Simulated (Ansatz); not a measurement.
**Tl under changes of volume**

One of the cells (28.575 Å³/atom); the others are scaled copies at fixed shape and fractional positions:

```xyz
2
Lattice="3.4560 0.0000 0.0000 -1.7280 2.9930 0.0000 0.0000 0.0000 5.5250" Properties=species:S:1:pos:R:3 pbc="T T T"
Tl    1.7280    0.9977    4.1438
Tl    0.0000    1.9953    1.3813
```

- Program: Ansatz 0.2.0
- Functional: LDA
- Potentials or basis: Ansatz PAW
- Cutoff: 420 eV (not typed: the program's choice for these potentials)
- k mesh: 9 × 9 × 5
- Occupations: fermi-dirac, width 0.05 eV
- Spin: no spin polarisation

```tsv
volume (Å³/atom)	energy over the lowest point (meV/atom)	pressure (GPa)
26.860	1.66	0.9
27.432	0.00	0.0
28.003	1.51	-0.8
28.575	5.78	-1.6
29.146	12.48	-2.2
29.718	21.30	-2.7
30.289	?	?
```

Problem. What does the run at 30.289 Å³/atom give?

Solution. Energy over the lowest point 31.98 meV/atom; pressure -3.2 GPa.

Worked out: A Birch-Murnaghan fit of order 3 (a polynomial in V^(-2/3)) to the other rows has its minimum at 27.43 Å³/atom with B0 = V·E''(V) = 42 GPa and B' = 5.4 at fixed shape and positions, which overstates the stiffness. It gives 31.96 meV/atom at 30.289 Å³/atom, against the run's 31.98, and -dE/dV = -3.2 GPa, against -3.2.

Energies are extrapolated to zero smearing.

Caveats: the PAW data sets come from PBE, with cores solved anew for the run's functional, which leaves a small shift of forces and pressure.
